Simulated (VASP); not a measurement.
Write the native input for VASP 6.6.1 that does the following.

| Property | Result |
| --- | --- |
| Task | single point |
| Functional | PBEsol |
| Potentials or basis | VASP PAW PBE potentials, release 64 (Al, As) |
| Cutoff | 520 eV |
| k mesh | 12 × 12 × 12 |
| Occupations | gaussian, width 0.02 eV |
| Spin | no spin polarisation |
| Further INCAR settings | ALGO = Normal; EDIFF = 1e-06; NBANDS = 11 |

The structure of AlAs lies in POSCAR:

```
AlAs
1.0
    0.0000000000      2.8408800000      2.8408800000
    2.8408800000      0.0000000000      2.8408800000
    2.8408800000      2.8408800000      0.0000000000
Al As
1 1
Direct
    0.0000000000      0.0000000000      0.0000000000
    0.2500000000      0.2500000000      0.2500000000
```

The cell is a database's computed one.

One way to write it, as run:

INCAR

```
SYSTEM = AlAs
PREC = Accurate
ENCUT = 520
EDIFF = 1E-6
ISMEAR = 0
SIGMA = 0.02
LREAL = .FALSE.
LASPH = .TRUE.
NELM = 80
ALGO = Normal
ISIF = 2
LWAVE = .FALSE.
LCHARG = .TRUE.
GGA = PS
LELF = .TRUE.
LVHAR = .TRUE.
NBANDS = 11
```

KPOINTS

```
Automatic mesh
0
G
  12 12 12
  0 0 0
```

Potentials or basis: VASP PAW PBE potentials, release 64 (Al, As).

The run is started by

```console
$ cat potpaw_PBE.64/Al/POTCAR potpaw_PBE.64/As/POTCAR > POTCAR
$ mpirun -np 1 vasp_std > vasp.out
```

It gave:

```json
{
 "Pressure": "0.0 GPa",
 "Band gap on the k mesh": "1.34 eV, indirect (least direct gap 1.89 eV)"
}
```

Caveat: the PAW data sets were made with another functional, which shifts forces and pressure a little.

Wall time 26 s on 1 thread of Intel(R) Xeon(R) Platinum 8488C (Sapphire Rapids), with other jobs on the host, peak memory 0.19 GiB.
